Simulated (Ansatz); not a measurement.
**Does relaxation matter for the field gradients of GeSe?**

Start: a COD entry.

```yaml
crystal:
  lattice:
    - [10.82000, 0.00000, 0.00000]
    - [0.00000, 3.85000, 0.00000]
    - [0.00000, 0.00000, 4.40000]
  atoms:
    - { symbol: Ge, position: [0.12100, 0.25000, 0.11100] }
    - { symbol: Ge, position: [0.87900, 0.75000, 0.88900] }
    - { symbol: Ge, position: [0.37900, 0.75000, 0.61100] }
    - { symbol: Ge, position: [0.62100, 0.25000, 0.38900] }
    - { symbol: Se, position: [0.85400, 0.25000, 0.50000] }
    - { symbol: Se, position: [0.14600, 0.75000, 0.50000] }
    - { symbol: Se, position: [0.64600, 0.75000, 0.00000] }
    - { symbol: Se, position: [0.35400, 0.25000, 0.00000] }
```

Sites (sets of like atoms) are named by element and the number of their first atom in this list.

All values are calculated (Ansatz; DFT, PBE, plane waves and PAW, scalar-relativistic, 420 eV cutoff, Γ-centred 4×11×10 k-points, Fermi–Dirac smearing 0.02 eV), not measured.

The largest force at the start is 0.077 eV/Å. Relaxing the ions at fixed cell moves them by 0.027 Å at most (atom 7, Se) and 0.025 Å rms. End positions:

```
CELL_PARAMETERS angstrom
10.82000 0.00000 0.00000
0.00000 3.85000 0.00000
0.00000 0.00000 4.40000
ATOMIC_POSITIONS crystal
Ge 0.12009 0.25000 0.11563
Ge 0.87991 0.75000 0.88437
Ge 0.37991 0.75000 0.61563
Ge 0.62009 0.25000 0.38437
Se 0.85469 0.25000 0.49407
Se 0.14531 0.75000 0.50593
Se 0.64531 0.75000 0.99407
Se 0.35469 0.25000 0.00593
```

```csv
site,atom,moved (Å),first shell before,first shell after,V_zz before (10²¹ V/m²),η before
Ge,1,0.023,3 Se at 2.57–2.59 Å,3 Se at 2.58–2.59 Å,-6.28,0.21
Se,5,0.027,3 Ge at 2.57–2.59 Å,3 Ge at 2.58–2.59 Å,-9.02,0.05
```

(1) How do the gradients change?

Answers

(1) 

| site | atom | V_zz after | η after | change of V_zz |
| --- | --- | --- | --- | --- |
| Ge | 1 | -6.02 | 0.27 | +0.26 |
| Se | 5 | -8.74 | 0.04 | +0.28 |

The largest change of V_zz is on Se, from -9.02 to -8.74. The whole tensor moves most on Ge, by 0.59 along its most changed direction. In per cent, |V_zz| changes by -4 on Ge, -3 on Se (all sites that start above 0.5).
